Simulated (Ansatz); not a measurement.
**ZnS under changes of volume**

One of the cells (19.727 Å³/atom); the others are scaled copies at fixed shape and fractional positions:

```xyz
2
Lattice="0.0000 2.7020 2.7020 2.7020 0.0000 2.7020 2.7020 2.7020 0.0000" Properties=species:S:1:pos:R:3 pbc="T T T"
Zn    4.0530    4.0530    4.0530
S     0.0000    0.0000    0.0000
```

| Property | Result |
| --- | --- |
| Program | Ansatz 0.2.0 |
| Functional | LDA |
| Potentials or basis | all-electron LAPW, scalar-relativistic |
| Cutoff | 281 eV (chosen from the basis error) |
| Basis error allowed | 0.001 eV/atom |
| k mesh | 9 × 9 × 9 |
| Occupations | fermi-dirac, width 0.05 eV |
| Spin | no spin polarisation |

| volume (Å³/atom) | energy over the lowest point (meV/atom) | pressure (GPa) | gap on the mesh (eV) |
| --- | --- | --- | --- |
| 18.543 | 0.00 | 0.2 | 2.13 |
| 18.938 | 1.81 | -1.6 | 2.04 |
| 19.332 | 7.69 | -3.1 | 1.95 |
| 19.727 | 17.20 | -4.5 | 1.86 |
| 20.121 | 29.94 | -5.8 | 1.77 |
| 20.516 | 45.55 | -6.9 | 1.69 |
| 20.910 | ? | ? | ? |

Q: What does the run at 20.910 Å³/atom give?

A: Energy over the lowest point 63.73 meV/atom; pressure -7.9 GPa; gap on the mesh 1.61 eV.

Worked out: A Birch-Murnaghan fit of order 3 (a polynomial in V^(-2/3)) to the other rows has its minimum at 18.58 Å³/atom with B0 = V·E''(V) = 87 GPa and B' = 4.6. It gives 63.68 meV/atom at 20.910 Å³/atom, against the run's 63.73, and -dE/dV = -7.8 GPa, against -7.9. A straight line through the other rows of the gap, of slope -4.38 eV per unit of ln V (its deformation potential), extrapolates to 1.60 eV, against the run's 1.61.

Energies are extrapolated to zero smearing.
